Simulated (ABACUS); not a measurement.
# Tc (P6_3/mmc) in ABACUS: further runs

One crystal, Tc, is run at these levels: LDA, PBE, PBEsol, WC; tasks: single point.

Program: ABACUS 3.10.1. These are calculated values, not measurements. Logs are shortened: lines on timing, memory, paths and dates and some standing lists are left out, and cuts for length are marked.

## 1. The structure

The structure is hexagonal, space group P6_3/mmc (No. 194). Conventional cell: a = 2.740 Å, b = 2.740 Å, c = 4.398 Å, α = 90.00°, β = 90.00°, γ = 120.00°. Tc (site symmetry -6m2) has 12 Tc at 2.71 to 2.74 Å as nearest neighbours.

## 2. Single point, LDA

INPUT

```
INPUT_PARAMETERS
suffix              Tc
calculation         scf
basis_type          lcao
pseudo_dir          ./
orbital_dir         ./
symmetry            1
dft_functional      pz
ecutwfc             100
pseudo_rcut         7
nspin               1
nbands              19
ks_solver           genelpa
smearing_method     fd
smearing_sigma      0.00367493
scf_thr             1e-07
scf_nmax            100
mixing_type         broyden
mixing_beta         0.7
cal_force           1
cal_stress          1
out_mul             1
```

STRU

```
ATOMIC_SPECIES
Tc 97.9072 Tc_ONCV_PBE-1.2.upf

NUMERICAL_ORBITAL
Tc_confined-atom_7au_3s2p2d1f.orb

LATTICE_CONSTANT
5.1778495815

LATTICE_VECTORS
1.0000000000 0.0000000000 0.0000000000
-0.5000000000 0.8660254038 0.0000000000
0.0000000000 0.0000000000 1.6051094891

ATOMIC_POSITIONS
Cartesian

Tc
0.0
2
0.5000000000 0.2886751346 1.2038321168 1 1 1
0.0000000000 0.5773502692 0.4012773723 1 1 1
```

KPT

```
K_POINTS
0
Gamma
11 11 6 0 0 0
```

Potentials or basis: SG15 ONCV 1.2 PBE, DZP LCAO (the cutoffs set its grid).

Run with:

```
> OMP_NUM_THREADS=1 mpirun -np 4 abacus > log
```

running log:

```text
ABACUS v3.10.1

               Atomic-orbital Based Ab-initio Computation at UStc

 ------------------------------------------------------------------------------------

 READING GENERAL INFORMATION
                           global_out_dir = OUT.Tc/
                           global_in_card = INPUT
                               pseudo_dir = ./
                              orbital_dir = ./
                                    DSIZE = 4
                                    GSIZE = 1

 READING UNITCELL INFORMATION
                                    ntype = 1
                  lattice constant (Bohr) = 5.17785
              lattice constant (Angstrom) = 2.74

 READING ATOM TYPE 1
                               atom label = Tc
                      L=0, number of zeta = 3
                      L=1, number of zeta = 2
                      L=2, number of zeta = 2
                      L=3, number of zeta = 1
             number of atom for this type = 2

                        TOTAL ATOM NUMBER = 2
CARTESIAN COORDINATES ( UNIT =       5.177849581500 Bohr ).
    atom                   x                   y                   z     mag                  vx                  vy                  vz
tauc_Tc1            0.5000000000        0.2886751346        1.2038321168  0.0000        0.0000000000        0.0000000000        0.0000000000
tauc_Tc2            0.0000000000        0.5773502692        0.4012773723  0.0000        0.0000000000        0.0000000000        0.0000000000

                          Volume (Bohr^3) = 192.967
                             Volume (A^3) = 28.5948

 Lattice vectors: (Cartesian coordinate: in unit of a_0)
                   +1                  +0                  +0
                 -0.5           +0.866025                  +0
                   +0                  +0            +1.60511
 Reciprocal vectors: (Cartesian coordinate: in unit of 2 pi/a_0)
                   +1            +0.57735                  -0
                   -0             +1.1547                  -0
                   +0                  -0            +0.62301
 The esolver type has been set to : ksdft_lcao

                PAO radial cut off (Bohr) = 7

 Read in pseudopotential file is Tc_ONCV_PBE-1.2.upf
                     pseudopotential type = NC
          exchange-correlation functional = PBE
                 nonlocal core correction = 0
                        valence electrons = 15
                                     lmax = 2
                           number of zeta = 0
[... 5 lines left out ...]
                           L of projector = 2
                           L of projector = 2
 XC functional updated to : pz
          exchange-correlation functional = PZ
     initial pseudo atomic orbital number = 0

 SETUP THE ELECTRONS NUMBER
            electron number of element Tc = 15
      total electron number of element Tc = 30
            AUTOSET number of electrons:  = 30
                           occupied bands = 15
                                   NLOCAL = 52
                                   NBANDS = 19
                                   NBANDS = 19
                                   NLOCAL = 52

%%%%%%%%%%%%%%%%%%%%%%%%%%%%%%%%%%%%%%%%%%%%%%%%%%%%%%%%%%%%%%%%%%%%%%%%%%%%%%%%%%%%%%%%%%%%%%%%%%%%%%%%%%
 Warning: the number of valence electrons in pseudopotential > 7 for Tc: [Kr] 4d5 5s2
 Pseudopotentials with additional electrons can yield (more) accurate outcomes, but may be less efficient.
 If you're confident that your chosen pseudopotential is appropriate, you can safely ignore this warning.
%%%%%%%%%%%%%%%%%%%%%%%%%%%%%%%%%%%%%%%%%%%%%%%%%%%%%%%%%%%%%%%%%%%%%%%%%%%%%%%%%%%%%%%%%%%%%%%%%%%%%%%%%%

 SETUP THE PLANE WAVE BASIS
 energy cutoff for charge/potential (unit:Ry) = 400
            fft grid for charge/potential = [ 36, 36, 54 ]
                        fft grid division = [ 4, 4, 2 ]
        big fft grid for charge/potential = [ 9, 9, 27 ]
                                     nbxx = 567
                                     nrxx = 18144

 SETUP PLANE WAVES FOR CHARGE/POTENTIAL
                    number of plane waves = 26105
                         number of sticks = 745

 PARALLEL PW FOR CHARGE/POTENTIAL
     PROC   COLUMNS(POT)             PW
        1            187           6531
        2            186           6524
        3            186           6524
        4            186           6526
 --------------- sum -------------------
        4            745          26105
                            number of |g| = 1222
                                  max |g| = 271.57
                                  min |g| = 0

----------- Double Check Mixing Parameters Begin ------------
mixing_type: broyden
mixing_beta: 0.7
mixing_gg0: 1
mixing_gg0_min: 0.1
mixing_ndim: 8
----------- Double Check Mixing Parameters End ------------

 LATTICE VECTORS: (CARTESIAN COORDINATE: IN UNIT OF A0)
                   +1                  +0                  +0
                 -0.5           +0.866025                  +0
                   +0                  +0            +1.60511
                       right hand lattice = 1
                                   NORM_A = 1
                                   NORM_B = 1
                                   NORM_C = 1.60511
                           ALPHA (DEGREE) = 90
                           BETA  (DEGREE) = 90
                           GAMMA (DEGREE) = 120

 The lattice vectors have been changed (STRU_SIMPLE.cif)

(for optimal symmetric configuration:)
                             BRAVAIS TYPE = 4
                     BRAVAIS LATTICE NAME = 04. Hexagonal cell
                                    ibrav = 4
                                    IBRAV = 4
                                  BRAVAIS = HEXAGONAL CELL
                       LATTICE CONSTANT A = 1
                                C/A RATIO = 1.60511
Original cell was already a primitive cell.
                        ROTATION MATRICES = 24
              PURE POINT GROUP OPERATIONS = 12
                   SPACE GROUP OPERATIONS = 24
                                       C2 = 3
                                       C3 = 2
                                       C4 = 0
                                       C6 = 0
                                       S1 = 3
                                       S3 = 0
                                       S4 = 0
                                       S6 = 2
                              POINT GROUP = D_3d
                                       C2 = 7
                                       C3 = 2
                                       C4 = 0
                                       C6 = 2
                                       S1 = 7
                                       S3 = 2
                                       S4 = 0
                                       S6 = 2
               POINT GROUP IN SPACE GROUP = D_6h

 SETUP K-POINTS
                                    nspin = 1
                   Input type of k points = Monkhorst-Pack(Gamma)
                                   nkstot = 726
                       right hand lattice = 1
(for reciprocal lattice: )
                             BRAVAIS TYPE = 4
                     BRAVAIS LATTICE NAME = 04. Hexagonal cell
                                    ibrav = 4
                       right hand lattice = 1
(for k-lattice: )
                             BRAVAIS TYPE = 4
                     BRAVAIS LATTICE NAME = 04. Hexagonal cell
                                    ibrav = 4
                       right hand lattice = 1
                        ROTATION MATRICES = 24
                               nkstot_ibz = 64
K-POINTS REDUCTION ACCORDING TO SYMMETRY
     IBZ    DIRECT_X    DIRECT_Y    DIRECT_Z  WEIGHT  ibz2bz
       1  0.00000000  0.00000000  0.00000000  0.0014       0
       2 -0.09090909  0.09090909  0.00000000  0.0083       1
       3 -0.18181818  0.18181818  0.00000000  0.0083       2
       4 -0.27272727  0.27272727  0.00000000  0.0083       3
       5 -0.36363636  0.36363636  0.00000000  0.0083       4
       6 -0.45454545  0.45454545  0.00000000  0.0083       5
[... 22 lines left out ...]
      29 -0.27272727  0.45454545  0.16666667  0.0331     146
      30  0.45454545  0.36363636  0.16666667  0.0331     147
[... 34 further k points ...]

                               nkstot now = 64
[... K-POINTS DIRECT COORDINATES: 64 rows ...]

           k-point number in this process = 64
       minimum distributed K point number = 64
[... stars of the k points ...]

[... K-POINTS CARTESIAN COORDINATES: 64 rows ...]

[... K-POINTS DIRECT COORDINATES: 64 rows ...]

 SETUP PLANE WAVES FOR WAVE FUNCTIONS
     energy cutoff for wavefunc (unit:Ry) = 100
              fft grid for wave functions = [ 36, 36, 54 ]
                    number of plane waves = 4571
                         number of sticks = 235

 PARALLEL PW FOR WAVE FUNCTIONS
     PROC   COLUMNS(POT)             PW
        1             59           1143
        2             59           1143
        3             58           1142
        4             59           1143
 --------------- sum -------------------
        4            235           4571

 SET NONLOCAL PSEUDOPOTENTIAL PROJECTORS
 max number of nonlocal projetors among all species is 6

 -------------------------------------------
 SELF-CONSISTENT
 -------------------------------------------

 SETUP SEARCHING RADIUS FOR PROGRAM TO SEARCH ADJACENT ATOMS
                  longest orb rcut (Bohr) = 7
   longest nonlocal projector rcut (Bohr) = 2.72
                     search radius (Bohr) = 19.4
              searching radius is (Bohr)) = 19.4
         searching radius unit is (Bohr)) = 5.18
                         PeriodicBoundary = 1
                        Radius(unit:lat0) = 3.75
                                   glayer = [ 6, 6, 4 ]
                             glayer_minus = [ 5, 5, 3 ]

Find the coordinate range of the input atom(unit:lat0).
                                  min_tau = [ -7.5, -4.04, -4.41 ]
                                  max_tau = [ 8, 4.91, 6.02 ]
                                BoxNumber = [ 11, 11, 7 ]

 SETUP EXTENDED REAL SPACE GRID FOR GRID INTEGRATION
                          real space grid = [ 36, 36, 54 ]
                 big cell numbers in grid = [ 9, 9, 27 ]
             meshcell numbers in big cell = [ 4, 4, 2 ]
                        extended fft grid = [ 15, 15, 23 ]
                dimension of extened grid = [ 40, 40, 74 ]
                            UnitCellTotal = 75
              Atom number in sub-FFT-grid = 2
    Local orbitals number in sub-FFT-grid = 52
                                ParaV.nnr = 76726
                                 init_chg = atomic

 LCAO ALGORITHM --------------- ION=   1  ELEC=   1--------------------------------

 Density error is 0.0529548704619
----------------------------------------------------------
     Energy           Rydberg                 eV
----------------------------------------------------------
 E_KohnSham     -322.1589762471      -4383.1977388076
 E_Harris       -325.7008476189      -4431.3873710471
 E_Fermi        1.7092480985         23.2555134356
----------------------------------------------------------
[... 67 lines left out ...]
 LCAO ALGORITHM --------------- ION=   1  ELEC=   8--------------------------------

 Density error is 9.60895622139e-09
----------------------------------------------------------
     Energy           Rydberg                 eV
----------------------------------------------------------
 E_KohnSham     -322.1847199067      -4383.5479992647
 E_KS(sigma->0) -322.1841233450      -4383.5398826274
 E_Harris       -322.1847196207      -4383.5479953735
 E_band         -6.4209331398        -87.3612771782
 E_one_elec     -47.1776199884       -641.8844499214
 E_Hartree      43.2782446255        588.8307263441
 E_xc           -34.9301962245       -475.2497009118
 E_Ewald        -283.3539551959      -3855.2283415011
 E_entropy(-TS) -0.0011931232        -0.0162332745
 E_descf        0.0000000000         0.0000000000
 E_exx          0.0000000000         0.0000000000
 E_Fermi        1.6627081193         22.6223045336
----------------------------------------------------------

 charge density convergence is achieved
 final etot is -4383.5479993 eV
 EFERMI = 22.622304534 eV

 STATE ENERGY(eV) AND OCCUPATIONS    NSPIN == 1
 1/64 kpoint (Cartesian) = 0.0000 0.0000 0.0000 (825 pws)
       1       -44.0846     0.00275482
       2       -43.8401     0.00275482
       3       -16.6527     0.00275482
       4       -15.5176     0.00275482
       5       -15.5176     0.00275482
       6       -15.3269     0.00275482
[... 11 lines left out ...]
      18        24.2343    2.74698e-17
      19        25.2325    5.86167e-26
[... 88 lines left out ...]
       3       -16.4693      0.0165289
       4       -16.2449      0.0165289
       5       -16.0851      0.0165289
       6       -15.8031      0.0165289
[... 11 lines left out ...]
      18        26.0274    4.38611e-32
      19        27.2729    6.65883e-43

[... levels at 58 further k points ...]

 correction force for each atom along direction 1 is 2.01587e-11
 correction force for each atom along direction 2 is -2.58084e-11
 correction force for each atom along direction 3 is 5.20896e-09
------------------------------------------------------------------------------------------
 TOTAL-FORCE (eV/Angstrom)
------------------------------------------------------------------------------------------
                       Tc1         0.0000000000         0.0000000000         0.0000000000
                       Tc2         0.0000000000         0.0000000000         0.0000000000
------------------------------------------------------------------------------------------

----------------------------------------------------------------
 TOTAL-STRESS (KBAR)
----------------------------------------------------------------
       -80.9852884305        -0.0000000000         0.0000000000
        -0.0000000000       -80.9852884276         0.0000000000
         0.0000000000         0.0000000000       -89.1703784759
----------------------------------------------------------------
 TOTAL-PRESSURE: -83.713652 KBAR

 --------------------------------------------
 !FINAL_ETOT_IS -4383.5479992646751271 eV
 --------------------------------------------
```

It took 15 s on 4 MPI ranks of AMD EPYC (Zen 3), shared host; peak memory 0.4 GiB.

Results:

```yaml
Free_energy: -4383.5480 eV
Pressure: -8.4 GPa
Band_gap_on_the_k_mesh: none (metal or under the smearing width)
```

Caveat: the atomic orbitals were generated for these runs and aren't a published set; the potentials were made for another functional, which shifts forces and pressure; the basis of atomic orbitals isn't converged, which shifts pressures, moduli and gaps.

(Part 1 of 2 ends here.)
